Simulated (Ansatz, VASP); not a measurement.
# Two plane-wave programs on H2C11O (Diamond)

```
H C O
1.0
     5.07508    0.00000    0.00000
     0.00000    2.53754    0.00000
     0.00000    0.00000   29.42979
H C O
4 22 2
Direct
  0.25000 0.13318 0.28882
  0.25000 0.86682 0.28882
  0.75000 0.86682 0.28882
  0.75000 0.13318 0.28882
  0.25000 0.50000 0.31119
  0.75000 0.50000 0.31119
  0.50000 0.50000 0.34167
  0.00000 0.50000 0.34167
  0.50000 0.00000 0.37216
  0.00000 0.00000 0.37216
  0.75000 0.00000 0.40264
  0.25000 0.00000 0.40264
  0.75000 0.50000 0.43313
  0.25000 0.50000 0.43313
  0.00001 0.50000 0.46361
  0.49999 0.50000 0.46361
  0.99999 0.00000 0.49409
  0.50001 0.00000 0.49409
  0.25000 0.00000 0.52460
  0.75000 0.00000 0.52459
  0.25000 0.50000 0.55502
  0.75000 0.50000 0.55500
  0.50004 0.50000 0.58581
  0.99996 0.50000 0.58581
  0.50006 0.00000 0.61570
  0.99994 0.00000 0.61570
  0.00008 0.00000 0.65636
  0.49992 0.00000 0.65636
```

Alike in both runs: functional RPBE; k mesh 5 × 10 × 1; occupations gaussian, width 0.05 eV; no spin polarisation.

Ansatz relaxed the structure, and its values are those at the end. VASP's run is a single point on that final structure, the one shown.

```csv
,VASP,Ansatz
version,VASP 6.6.1,Ansatz 0.2.0
potentials or method,"VASP PAW PBE potentials, release 64 (H, C, O)","scalar-relativistic, plane waves, PAW"
plane-wave cutoff (eV),520,420
valence electrons in the cell,104,104
```

VASP gave:

```
gap on the k mesh at the Fermi level (eV) : 0.24
least direct gap on the mesh (eV)         : 0.87
rms of the force components (eV/Å)        : 2.565
```

Which values does Ansatz return?

gap on the k mesh at the Fermi level (eV): 0.24; least direct gap on the mesh (eV): 0.87; rms of the force components (eV/Å): 2.561.

Caveats: the standard files for N, O and F lose accuracy on very short bonds; the PAW data sets were made with another functional, which shifts forces and pressure a little (VASP). As with any semilocal functional, this RPBE gap is likely too small.
